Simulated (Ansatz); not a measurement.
A run of Ansatz 0.2.0 is set up as follows.

File input.yaml:

```yaml
crystal:
  lattice:
    - [3.9975858431, 0.0, 0.0]
    - [-1.9987929216, 3.462010894, 0.0]
    - [0.0, 0.0, 6.59937795]
  atoms:
    - { symbol: Ge, position: [0.326726, 0.638071, 0.933979] }
    - { symbol: Ge, position: [0.689861, 0.345888, 0.430333] }
    - { symbol: Ge, position: [0.326069, 0.663086, 0.568068] }
    - { symbol: Ge, position: [0.694556, 0.37472, 0.079521] }
kpoints:
  mp_grid: { grid: [6, 6, 3] }
scf:
  occupations: { method: fermi_dirac, width: 0.06 }
hamiltonian:
  xc: pbe
  pseudopotentials: { kind: all_electron, lapw: { basis_error: 0.004 } }
output:
  forces: true
  stress: true
  eigenvalues: true
```

Potentials or basis: all-electron LAPW, scalar-relativistic.

Launch:

```bash
$ ansatz run input.yaml --threads 2 --pin off --max-ram 6144MiB --backend cpu --events-out ev --progress --plain --runs-dir out
```

**Question.** What does it give for the band gap on the k mesh?

**Answer.** None (metal or under the smearing width).

**Question.** Predict the largest force.

**Answer.** 2.112 eV/Å.

Forces in eV/Å, atoms in the order of the input:
```
Ge  -0.074  1.446  0.546
Ge  -0.909 -0.510  1.555
Ge   0.925  0.473 -0.529
Ge   0.058 -1.409 -1.572
```

Caveat: the k mesh is thin for a metal, which can move the energy by tens of meV per atom; forces of over 1 eV/Å show positions far from the minimum, so gaps and moduli don't describe the material at rest.
